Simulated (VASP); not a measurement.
# Ru (Im-3m) in VASP: a series of runs

The runs below take Ru through single point, with PBEsol.

Program: VASP 6.6.1. These are calculated values, not measurements. Logs are shortened: lines on timing, memory, paths and dates and some standing lists are left out, and cuts for length are marked.

### Step 1. The crystal as given

The structure is cubic, space group Im-3m (No. 229). Conventional cell: a = 3.018 Å, b = 3.018 Å, c = 3.018 Å, α = 90.00°, β = 90.00°, γ = 90.00°. Ru (site symmetry m-3m) has 8 Ru at 2.61 Å as nearest neighbours.

This isn't the form of Ru at room conditions, which is hcp.

### Step 2. Single point, PBEsol

INCAR reads:

```
PREC = Accurate ; ENCUT = 700
EDIFF = 1E-6 ; ISMEAR = 0
SIGMA = 0.1 ; LREAL = F
LASPH = T ; NELM = 60
ALGO = Normal ; ISIF = 2
LWAVE = F ; LCHARG = T
GGA = PS ; LELF = T
LVHAR = T
```

KPOINTS reads:

```
Automatic mesh
0
Gamma
  20 20 20
```

POSCAR reads:

```
Ru
1.0
   -1.5090900000      1.5090900000      1.5090900000
    1.5090900000     -1.5090900000      1.5090900000
    1.5090900000      1.5090900000     -1.5090900000
Ru
1
Direct
    0.0000000000      0.0000000000      0.0000000000
```

Potentials or basis: VASP PAW PBE potentials, release 64 (Ru_pv).

Command:

```
$ cat potpaw_PBE.64/Ru_pv/POTCAR > POTCAR
$ mpirun -np 1 vasp_std > vasp.out
```

OUTCAR:

```text
PREC = Accurate
   ENCUT = 700
   EDIFF = 1E-6
   ISMEAR = 0
   LREAL = F
   LASPH = T
   NELM = 60
   ISIF = 2
   GGA = PS

 ion  position               nearest neighbor table
   1  0.000  0.000  0.000-

  LATTYP: Found a body centered cubic cell.
 ALAT       =     3.0181800000

  Lattice vectors:

 A1 = (  -1.5090900000,   1.5090900000,   1.5090900000)
 A2 = (   1.5090900000,  -1.5090900000,   1.5090900000)
 A3 = (   1.5090900000,   1.5090900000,  -1.5090900000)

Analysis of symmetry for initial positions (statically):
=====================================================================
 Subroutine PRICEL returns:
 Original cell was already a primitive cell.

 Routine SETGRP: Setting up the symmetry group for a
 body centered cubic supercell.

 Subroutine GETGRP returns: Found 48 space group operations
 (whereof 48 operations were pure point group operations)
 out of a pool of 48 trial point group operations.

The static configuration has the point symmetry O_h .

Analysis of symmetry for dynamics (positions and initial velocities):
=====================================================================
 Subroutine PRICEL returns:
 Original cell was already a primitive cell.

 Routine SETGRP: Setting up the symmetry group for a
 body centered cubic supercell.

 Subroutine GETGRP returns: Found 48 space group operations
 (whereof 48 operations were pure point group operations)
 out of a pool of 48 trial point group operations.

The dynamic configuration has the point symmetry O_h .

 Subroutine INISYM returns: Found 48 space group operations
 (whereof 48 operations are pure point group operations),
 and found     1 'primitive' translations

----------------------------------------------------------------------------------------

                                     Primitive cell

  volume of cell :      13.7469

  direct lattice vectors                    reciprocal lattice vectors
    -1.509090000  1.509090000  1.509090000     0.000000000  0.331325501  0.331325501
     1.509090000 -1.509090000  1.509090000     0.331325501  0.000000000  0.331325501
     1.509090000  1.509090000 -1.509090000     0.331325501  0.331325501  0.000000000

  length of vectors
     2.613820553  2.613820553  2.613820553     0.468565017  0.468565017  0.468565017

  position of ions in fractional coordinates (direct lattice)
     0.000000000  0.000000000  0.000000000

  ion indices of the primitive-cell ions
   primitive index   ion index
                 1           1

----------------------------------------------------------------------------------------

 KPOINTS: Automatic mesh

Automatic generation of k-mesh.
 Grid dimensions read from file:
 generate k-points for:   20   20   20

 Generating k-lattice:

  Cartesian coordinates                     Fractional coordinates (reciprocal lattice)
     0.000000000  0.016566275  0.016566275     0.050000000  0.000000000  0.000000000
     0.016566275  0.000000000  0.016566275     0.000000000  0.050000000  0.000000000
     0.016566275  0.016566275  0.000000000     0.000000000  0.000000000  0.050000000

  Length of vectors
     0.023428251  0.023428251  0.023428251

  Shift w.r.t. Gamma in fractional coordinates (k-lattice)
     0.000000000  0.000000000  0.000000000

 Subroutine IBZKPT returns following result:
 ===========================================

 Found    256 irreducible k-points:

 Following reciprocal coordinates:
            Coordinates               Weight
  0.000000  0.000000  0.000000      1.000000
  0.050000  0.000000  0.000000     12.000000
  0.100000  0.000000  0.000000     12.000000
  0.150000  0.000000  0.000000     12.000000
  0.200000  0.000000  0.000000     12.000000
  0.250000  0.000000  0.000000     12.000000
[... 16 lines left out ...]
  0.200000  0.100000  0.000000     48.000000
  0.250000  0.100000  0.000000     48.000000
 [... further k-points ...]
   k-points           NKPTS =    256   k-points in BZ     NKDIM =    256   number of bands    NBANDS=     11
   number of dos      NEDOS =    301   number of ions     NIONS =      1
   total plane-waves  NPLWV =  13824
   dimension x,y,z NGX =    24 NGY =   24 NGZ =   24
   dimension x,y,z NGXF=    48 NGYF=   48 NGZF=   48
   ions per type =               1
   NGX,Y,Z   is equivalent  to a cutoff of  15.26, 15.26, 15.26 a.u.
   NGXF,Y,Z  is equivalent  to a cutoff of  30.53, 30.53, 30.53 a.u.
 SYSTEM =  unknown system
   PREC   = accura    normal or accurate (medium, high low for compatibility)
   ISTART =      0    job   : 0-new  1-cont  2-samecut
   ICHARG =      2    charge: 1-file 2-atom 10-const
   ISPIN  =      1    spin polarized calculation?
   LNONCOLLINEAR =      F non collinear calculations
   LSORBIT =      F    spin-orbit coupling
   LASPH  =      T    aspherical Exc in radial PAW
   ENCUT  =  700.0 eV  51.45 Ry    7.17 a.u.   5.64  5.64  5.64*2*pi/ulx,y,z
   NELM   =     60;   NELMIN=  2; NELMDL= -5     # of ELM steps
   EDIFF  = 0.1E-05   stopping-criterion for ELM
   LREAL  =      F    real-space projection
   EDIFFG = 0.1E-04   stopping-criterion for IOM
   NSW    =      0    number of steps for IOM
   IBRION =     -1    ionic relax: 0-MD 1-quasi-New 2-CG
   NFREE  =      0    steps in history (QN), initial steepest desc. (CG)
   ISIF   =      2    stress and relaxation
   ISYM   =      2    0-nonsym 1-usesym 2-fastsym
   POTIM  = 0.5000    time-step for ionic-motion
   TEBEG  =    0.0;   TEEND  =   0.0 temperature during run
   PSTRESS=    0.0 pullay stress
   NELECT =      14.0000    total number of electrons
   NUPDOWN=      -1.0000    fix difference up-down
   EMIN   =  10.00;   EMAX   =-10.00  energy-range for DOS
   EFERMI =   0.00;   METHOD = LEGACY
   ISMEAR =     0;   SIGMA  =   0.10  broadening in eV -4-tet -1-fermi 0-gaus
   EFERMI_NEDOS =   21; number of points for ismear=-14 and -15
   IALGO  =     38    algorithm
   IMIX   =      4    mixing-type and parameters
     AMIX     =   0.40;   BMIX     =  1.00
     AMIX_MAG =   1.60;   BMIX_MAG =  1.00
  volume/ion in A,a.u.               =      13.75        92.77
  Fermi-wavevector in a.u.,A,eV,Ry     =   1.647084  3.112537 36.911043  2.712885
  Thomas-Fermi vector in A             =   2.736603
   LORBIT       =      0    0 simple, 1 ext, 2 COOP (PROOUT), +10 PAW based schemes
   GGA     = PS    functional components
   LHFCALC =     F    Hartree Fock is set to
   AEXX    =    0.0000 exact exchange contribution
   IVDW    =     0    specifies the selected vdW correction
   LEPSILON=     F    determine dielectric tensor
   LRPA    =     F    only Hartree local field effects (RPA)
 non-spin polarized calculation
 Gauss-broadening in eV      SIGMA  =   0.10
  energy-cutoff  :      700.00
  volume of cell :       13.75
 maximum number of plane-waves:       603
   NGX = 11   NGY = 11   NGZ = 11

 number of electron      13.9999997 magnetization

 Free energy of the ion-electron system (eV)
  ---------------------------------------------------
  ext. energy  EPLUGINS =         0.00000000
  ---------------------------------------------------
  free energy    TOTEN  =        -9.51014249 eV

  energy without entropy =       -9.49975990  energy(sigma->0) =       -9.50495120

 E-fermi :  12.6297     XC(G=0): -14.1930

 val. band max:       12.6277519212   @ k =   0.4000   0.1500   0.0500
 cond. band min:      12.6354880353   @ k =   0.1500   0.0500   0.0000
 fundamental gap:      0.0077361141
 Fermi energy:        12.6297425276

 k-point     1 :       0.0000    0.0000    0.0000
  band No.  band energies     occupation
      1     -29.8819      2.00000
      2     -29.8819      2.00000
      3     -29.8819      2.00000
      4       4.4778      2.00000
      5       9.7611      2.00000
      6       9.7611      2.00000
      7       9.7611      2.00000
      8      12.5345      1.82211
      9      12.5345      1.82211
     10      23.0145      0.00000
     11      29.7531      0.00000

 k-point     2 :       0.0500    0.0000    0.0000
  band No.  band energies     occupation
      1     -29.9089      2.00000
      2     -29.8905      2.00000
      3     -29.8820      2.00000
      4       4.5904      2.00000
      5       9.7083      2.00000
      6       9.7579      2.00000
      7       9.8581      2.00000
      8      12.4629      1.98173
      9      12.5374      1.80825
     10      23.0144      0.00000
     11      29.8184      0.00000

 k-point     3 :       0.1000    0.0000    0.0000
  band No.  band energies     occupation
      1     -29.9867      2.00000
      2     -29.9154      2.00000
      3     -29.8823      2.00000
      4       4.9157      2.00000
      5       9.5585      2.00000
      6       9.7410      2.00000
      7      10.1454      2.00000
      8      12.2887      2.00000
      9      12.5483      1.75036
     10      23.0144      0.00000
     11      29.9639      0.00000

 k-point     4 :       0.1500    0.0000    0.0000
  band No.  band energies     occupation
      1     -30.1066      2.00000
      2     -29.9540      2.00000
      3     -29.8827      2.00000
      4       5.4107      2.00000
      5       9.3338      2.00000
      6       9.7032      2.00000
      7      10.6116      2.00000
      8      12.1111      2.00000
      9      12.5720      1.58599
     10      23.0143      0.00000
     11      30.0294      0.00000

 k-point     5 :       0.2000    0.0000    0.0000
  band No.  band energies     occupation
      1     -30.2556      2.00000
      2     -30.0022      2.00000
      3     -29.8832      2.00000
      4       5.9804      2.00000
      5       9.0646      2.00000
      6       9.6913      2.00000
      7      11.2365      2.00000
      8      12.0256      2.00000
      9      12.6137      1.17969
     10      23.0142      0.00000
     11      29.7805      0.00000

 k-point     6 :       0.2500    0.0000    0.0000
  band No.  band energies     occupation
      1     -30.4181      2.00000
      2     -30.0554      2.00000
      3     -29.8839      2.00000
      4       6.4493      2.00000
      5       8.7820      2.00000
      6       9.8716      2.00000
      7      11.9885      2.00000
      8      12.0647      2.00000
      9      12.6761      0.51181
     10      23.0140      0.00000
     11      29.1422      0.00000

 k-point     7 :       0.3000    0.0000    0.0000
  band No.  band energies     occupation
      1     -30.5779      2.00000
      2     -30.1081      2.00000
      3     -29.8846      2.00000
      4       6.6431      2.00000
      5       8.5141      2.00000
      6      10.4318      2.00000
      7      12.2028      2.00000
      8      12.7568      0.07230
      9      12.8205      0.00698
     10      23.0135      0.00000
     11      27.7691      0.00000

 k-point     8 :       0.3500    0.0000    0.0000
  band No.  band energies     occupation
      1     -30.7198      2.00000
      2     -30.1553      2.00000
      3     -29.8852      2.00000
      4       6.5942      2.00000
      5       8.2835      2.00000
      6      11.3120      2.00000
      7      12.4102      1.99810
      8      12.8467      0.00215
      9      13.6630      0.00000
     10      23.0125      0.00000
     11      26.1613      0.00000
[... 141 lines left out ...]
 k-point    19 :       0.4000    0.0500    0.0000
  band No.  band energies     occupation
      1     -30.8653      2.00000
      2     -30.2127      2.00000
      3     -29.8965      2.00000
      4       6.4663      2.00000
      5       8.0665      2.00000
      6      12.1290      2.00000
      7      12.6234      1.07195
      8      13.3470      0.00000
      9      15.0669      0.00000
     10      23.0053      0.00000
     11      23.9773      0.00000

 k-point    20 :       0.4500    0.0500    0.0000
  band No.  band energies     occupation
      1     -30.9118      2.00000
      2     -30.2296      2.00000
      3     -29.8967      2.00000
      4       6.3826      2.00000
      5       7.9938      2.00000
      6      12.4480      1.98984
      7      12.6363      0.92573
      8      13.7226      0.00000
      9      15.5223      0.00000
     10      22.9520      0.00000
     11      23.1745      0.00000

 k-point    21 :       0.1000    0.1000    0.0000
  band No.  band energies     occupation
      1     -30.1718      2.00000
      2     -29.9527      2.00000
      3     -29.9075      2.00000
      4       5.6976      2.00000
      5       9.3340      2.00000
      6       9.4620      2.00000
      7      10.9857      2.00000
      8      11.9591      2.00000
      9      12.6641      0.62696
     10      23.0143      0.00000
     11      30.1347      0.00000

 k-point    22 :       0.1500    0.1000    0.0000
  band No.  band energies     occupation
      1     -30.3054      2.00000
      2     -29.9989      2.00000
      3     -29.9152      2.00000
      4       6.2579      2.00000
      5       9.1063      2.00000
      6       9.3498      2.00000
      7      11.6761      2.00000
      8      11.8562      2.00000
      9      12.7630      0.05955
     10      23.0141      0.00000
     11      29.9394      0.00000

 k-point    23 :       0.2000    0.1000    0.0000
  band No.  band energies     occupation
      1     -30.4489      2.00000
      2     -30.0574      2.00000
      3     -29.9188      2.00000
      4       6.7393      2.00000
      5       8.8295      2.00000
      6       9.4296      2.00000
      7      11.8657      2.00000
      8      12.5009      1.93164
      9      12.8877      0.00026
     10      23.0139      0.00000
     11      29.1260      0.00000

 k-point    24 :       0.2500    0.1000    0.0000
  band No.  band energies     occupation
      1     -30.5890      2.00000
      2     -30.1179      2.00000
      3     -29.9210      2.00000
      4       6.9428      2.00000
      5       8.5683      2.00000
      6       9.8511      2.00000
      7      12.0008      2.00000
      8      12.9246      0.00003
      9      13.5102      0.00000
     10      23.0134      0.00000
     11      27.7005      0.00000

 [... further k-points ...]
[... 5 lines left out ...]
  --------------------------------------------------------------------------------------
  -------------------------------------------------------------------------------------
  Total        0.0084198      0.0084198      0.0084198      0.0000000      0.0000000     -0.0000000
  in kB        0.9813072      0.9813072      0.9813072      0.0000000      0.0000000     -0.0000000
  external PRESSURE =       0.9813072 kB  Pullay stress =       0.0000000 kB

 VOLUME and BASIS-vectors are now :
 -----------------------------------------------------------------------------
  energy-cutoff  :      700.00
  volume of cell :       13.75
      direct lattice vectors                 reciprocal lattice vectors
    -1.509090000  1.509090000  1.509090000     0.000000000  0.331325501  0.331325501
     1.509090000 -1.509090000  1.509090000     0.331325501  0.000000000  0.331325501
     1.509090000  1.509090000 -1.509090000     0.331325501  0.331325501  0.000000000

 POSITION                                       TOTAL-FORCE (eV/Angst)
 -----------------------------------------------------------------------------------
      0.00000      0.00000      0.00000        -0.000000      0.000000      0.000000
 -----------------------------------------------------------------------------------
    total drift:                                0.000000      0.000000     -0.000000

  FREE ENERGIE OF THE ION-ELECTRON SYSTEM (eV)
  ---------------------------------------------------
  free  energy   TOTEN  =        -9.5101424930 eV

  energy  without entropy=       -9.4997599001  energy(sigma->0) =       -9.50495120
```

Wall time 15 s (1 thread of Intel Xeon 6975P-C (Granite Rapids), shared host); peak memory 0.19 GiB.

Results:

```yaml
Free_energy: -9.5101 eV
Pressure: 0.1 GPa
Band_gap_on_the_k_mesh: none (metal or under the smearing width)
```

Levels at points of the mesh, in eV from the Fermi level:
```csv
k point,band 3,band 4,band 5,band 6,band 7,band 8,band 9,band 10,band 11
"(0.00, 0.00, 0.00)",-42.51,-8.15,-2.87,-2.87,-2.87,-0.10,-0.10,10.38,17.12
"(0.50, 0.00, 0.00)",-42.52,-6.33,-4.67,-0.11,0.38,1.15,2.52,10.29,10.50
"(0.50, 0.50, 0.50)",-43.25,-6.43,-6.43,1.89,1.89,1.89,9.35,9.35,9.35
```

Caveat: the PAW data sets were made with another functional, which shifts forces and pressure a little.

### Step 3. Single point, PBEsol

INCAR: that of step 2 with these lines changed.

```diff
@@ -1,2 +1,2 @@
-PREC = Accurate ; ENCUT = 700
+PREC = Accurate ; ENCUT = 520
 EDIFF = 1E-6 ; ISMEAR = 0
```

KPOINTS reads:

```
Automatic mesh
0
Gamma
  30 30 30
```

POSCAR is that of step 2.

Potentials or basis: VASP PAW PBE potentials, release 64 (Ru_pv).

Command:

```
$ cat potpaw_PBE.64/Ru_pv/POTCAR > POTCAR
$ mpirun -np 1 vasp_std > vasp.out
```

Run time: 34 s. Hardware: 1 thread of Intel Xeon 6975P-C (Granite Rapids), shared host; peak memory 0.22 GiB.

The run converged. Its results:

```yaml
Free_energy: -9.5135 eV
Pressure: -0.1 GPa
Band_gap_on_the_k_mesh: none (metal or under the smearing width)
```

Levels at points of the mesh, in eV from the Fermi level:
| k point | band 4 | band 5 | band 6 | band 7 | band 8 | band 9 | band 10 | band 11 |
| --- | --- | --- | --- | --- | --- | --- | --- | --- |
| (0.00, 0.00, 0.00) | -8.16 | -2.87 | -2.87 | -2.87 | -0.10 | -0.10 | 10.37 | 17.12 |
| (0.50, 0.00, 0.00) | -6.33 | -4.68 | -0.11 | 0.38 | 1.14 | 2.52 | 10.28 | 10.49 |
| (0.50, 0.50, 0.50) | -6.44 | -6.44 | 1.88 | 1.88 | 1.88 | 9.35 | 9.35 | 9.35 |

Caveat: the PAW data sets were made with another functional, which shifts forces and pressure a little.

### Step 4. Single point, PBEsol

INCAR: that of step 3 with these lines changed.

```diff
@@ -2,3 +2,3 @@
 EDIFF = 1E-6 ; ISMEAR = 0
-SIGMA = 0.1 ; LREAL = F
+SIGMA = 0.5 ; LREAL = F
 LASPH = T ; NELM = 60
```

KPOINTS reads:

```
Automatic mesh
0
Gamma
  20 20 20
```

POSCAR is that of step 3.

Command:

```
$ cat potpaw_PBE.64/Ru_pv/POTCAR > POTCAR
$ mpirun -np 1 vasp_std > vasp.out
```

Wall time 13 s (1 thread of Intel Xeon 6975P-C (Granite Rapids), shared host); peak memory 0.15 GiB.

The run converged. Its results:

| Item | Value |
| --- | --- |
| Free energy | -9.6261 eV |
| Pressure | 2.1 GPa |
| Band gap on the k mesh | none (metal or under the smearing width) |

Levels at points of the mesh, in eV from the Fermi level:
```
           k point  band 4  band 5  band 6  band 7  band 8  band 9  band 10  band 11
(0.00, 0.00, 0.00)   -8.16   -2.87   -2.87   -2.87   -0.09   -0.09    10.41    17.11
(0.50, 0.00, 0.00)   -6.33   -4.67   -0.10    0.39    1.14    2.52    10.30    10.51
(0.50, 0.50, 0.50)   -6.43   -6.43    1.89    1.89    1.89    9.34     9.34     9.34
```

Caveat: the PAW data sets were made with another functional, which shifts forces and pressure a little.

### Step 5. Summary

```tsv
k mesh	cutoff (eV)	smearing	gap on the mesh (eV)	pressure (GPa)
20 × 20 × 20	700	gaussian 0.1 eV	none	0.1
30 × 30 × 30	520	gaussian 0.1 eV	none	-0.1
20 × 20 × 20	520	gaussian 0.5 eV	none	2.1
```

Alike in all rows: task single point; level PBEsol; potentials or basis VASP PAW PBE potentials, release 64 (Ru_pv); no spin polarisation; cell as given.

Every run on the cell as given and a fine mesh finds a metal.

Caveats: the PAW data sets were made with another functional, which shifts forces and pressure a little.

Total energies depend on the potentials used, so only differences within one code and one set of settings carry meaning.
